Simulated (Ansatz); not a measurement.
BN, NiAs type was relaxed with r2SCAN, strained in 2 ways (changes of length per length), its atoms relaxed again with r2SCAN, and run with r2SCAN in the plane-wave code Ansatz. All values are calculated for a non-magnetic cell, which may be hypothetical.

Xy shear, engineering strain (angle) -4.18 %. Input:
```yaml
crystal:
  lattice:
    - [2.4913353474, -0.0520689087, 0.0]
    - [-1.2907606715, 2.1835941546, 0.0]
    - [0.0, 0.0, 4.0010591824]
  atoms:
    - { symbol: B, position: [0.0, 0.0, 0.0] }
    - { symbol: B, position: [0.0, 0.0, 0.5] }
    - { symbol: "N", position: [0.3458795905, 0.666973316, 0.25] }
    - { symbol: "N", position: [0.6541204095, 0.333026684, 0.75] }
kpoints:
  mp_grid: { grid: [12, 12, 6] }
  band_path:
    path:
      - [0.0, 0.0, 0.0]
      - [0.5, 0.0, 0.0]
      - [0.3333333333, 0.3333333333, 0.0]
      - [0.0, 0.0, 0.5]
      - [0.5, 0.0, 0.5]
      - [0.3333333333, 0.3333333333, 0.5]
      - [0.0, 0.1666666667, 0.0]
      - [0.25, 0.25, 0.1666666667]
    npoints: 1
hamiltonian:
  xc: r2scan
scf:
  occupations: { method: fixed }
  n_extra_bands: 5
output:
  forces: true
  stress: true
  eigenvalues: true
```

Main results, then levels in eV from the Fermi energy at the points of the path (names of the unstrained zone, bands numbered from 0):
```
Crystal: 4 atoms, lattice volume = 21.497 Å³
Basis set: ecut = 500 eV, 563 PW (Γ)
Symmetry: 4 space group operations
Space group: P21/m (ITA 11)
k-points: 296 of 864
Free energy (F): -1080.465644 eV
Fermi energy:    14.269220 eV
--- Forces (eV/Å), atoms counted from 1 ---
  atom   1  B       0.00000      0.00000      0.00000
  atom   2  B       0.00000      0.00000      0.00000
  atom   3  N       0.00344      0.00411      0.00000
  atom   4  N     -0.00344    -0.00411      0.00000
--- Stress (GPa, compression-positive) ---
        1.059569       5.424276       0.000000
        5.424276       2.594404       0.000000
        0.000000       0.000000       0.457951
  P = ⅓ Tr σ = 1.3706 GPa (13.706 kbar)
```
```tsv
point	band_3	band_4	band_5	band_6	band_7	band_8	band_9	band_10
Γ	-1.678	-1.326	-1.046	-0.569	-0.327	5.904	8.599	8.724
M	-10.442	-8.742	-6.367	-3.883	-0.958	5.080	5.514	6.045
K	-9.205	-6.687	-6.675	-6.481	-6.233	1.808	11.032	11.779
A	-6.426	-1.047	-1.047	-1.026	-1.026	7.008	7.008	8.244
L	-12.666	-4.496	-4.496	-3.670	-3.670	5.376	5.376	7.857
H	-11.121	-10.380	-10.380	-0.959	-0.959	6.680	6.680	6.883
(0,1/6,0)	-5.457	-3.441	-2.532	-0.509	-0.097	7.076	7.230	8.214
(1/4,1/4,1/6)	-10.681	-8.221	-6.119	-5.118	-2.104	3.244	7.513	9.917
```

With r2SCAN the valence top lies at Γ–M (0.33 of the way from Γ) and the conduction bottom at K, 1.81 eV higher; the smallest vertical gap, at k = (1/4, 1/4, 1/6), is 5.35 eV. (Strain can split the valleys, and only one was followed off the mesh: the true gap may be a little smaller.) The mean pressure at these positions is +1.37 GPa, compression counted positive.

**Question.** Uniaxial -4.15 % along z, other directions held gives these blocks instead:
```yaml
crystal:
  lattice:
    - [2.4913353474, 0.0, 0.0]
    - [-1.2456676737, 2.1575597002, 0.0]
    - [0.0, 0.0, 3.8350152263]
  atoms:
    - { symbol: B, position: [0.0, 0.0, 0.0] }
    - { symbol: B, position: [0.0, 0.0, 0.5] }
    - { symbol: "N", position: [0.3333333333, 0.6666666667, 0.25] }
    - { symbol: "N", position: [0.6666666667, 0.3333333333, 0.75] }
```
What comes out?

**Answer.**
```
Crystal: 4 atoms, lattice volume = 20.614 Å³
Basis set: ecut = 500 eV, 535 PW (Γ)
Symmetry: 24 space group operations
Space group: P63/mmc (ITA 194)
k-points: 76 of 864
Free energy (F): -1080.336913 eV
Fermi energy:    15.517748 eV
--- Forces (eV/Å), atoms counted from 1 ---
  atom   1  B       0.00000      0.00000      0.00000
  atom   2  B       0.00000      0.00000      0.00000
  atom   3  N       0.00000      0.00000      0.00000
  atom   4  N       0.00000      0.00000      0.00000
--- Stress (GPa, compression-positive) ---
        3.009437       0.000000       0.000000
        0.000000       3.009437       0.000000
        0.000000       0.000000      52.933421
  P = ⅓ Tr σ = 19.6508 GPa (196.508 kbar)
```
```tsv
point	band_3	band_4	band_5	band_6	band_7	band_8	band_9	band_10
Γ	-2.516	-2.516	-1.720	-1.720	0.000	5.187	8.220	8.861
M	-11.176	-9.229	-7.154	-4.943	-1.263	5.581	5.670	6.131
K	-10.069	-7.148	-7.148	-6.986	-6.986	1.852	11.299	11.775
A	-6.287	-1.957	-1.957	-1.957	-1.957	6.638	6.638	7.819
L	-13.792	-5.073	-5.073	-3.822	-3.822	5.724	5.724	7.675
H	-12.184	-11.389	-11.389	-1.073	-1.073	7.234	7.234	7.316
(0,1/6,0)	-6.553	-4.568	-3.321	-0.797	-0.380	6.656	7.104	7.835
(1/4,1/4,1/6)	-11.552	-8.780	-7.033	-5.702	-2.617	3.481	8.205	10.057
```
r2SCAN gives an indirect gap of 1.85 eV, from Γ to K; the least direct gap is 5.19 eV at Γ. (Of the valleys that strain may split, one alone was solved off the mesh, so this is an upper bound.) The mean pressure at these positions is +19.65 GPa, compression counted positive.
